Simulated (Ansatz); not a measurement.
# TaSi₂: enthalpy against pressure

TaSi₂, P6_422, a = 4.780 Å, c = 6.555 Å. The structure is a COD entry; whether it is the stable form wasn't checked. Ansatz: r2SCAN, PAW, 500 eV, Γ-centred 12×12×6 mesh on 9 atoms, Gaussian smearing 0.10 eV; no spin polarisation. Cell and atoms are relaxed at each pressure, and no other structure is tried, so the rows at high pressure may lie past a change of phase. y is the enthalpy over the state at zero pressure; there V0 = 14.411 Å³/atom. The pressures are the targets, met within 0.02 GPa.

| P (GPa) | y (eV/atom) |
| --- | --- |
| -2.0 | ? |
| 0.0 | 0.0000 |
| 2.0 | 0.1790 |
| 5.0 | 0.4441 |
| 10.0 | 0.8781 |
| 20.0 | 1.7195 |

**Question.** Fit y = c1 P + c2 P² + c3 P³ to the other rows, say what c1 and c2 mean, and predict the missing value.

**Answer.** Least squares on the rows shown. y = 0.089916 P − 0.00022442 P² + 1.3682×10⁻⁶ P³. Since dH/dP = V, c1 is V0: 0.089916 eV/GPa × 160.2 = 14.405 Å³ against 14.411; c2 = −V0/(2B0) gives B0 = 200 GPa, where a Birch–Murnaghan fit to the volumes of the same runs (not shown) gives 194 GPa. At P = -2.0 the fit asked for gives -0.1807 eV/atom. The run gave -0.1808 eV/atom, so the fit is 0.0001 eV/atom too high, a small miss on the scale of the series.

Spin–orbit coupling is left out, which can shift energies with elements as heavy as these.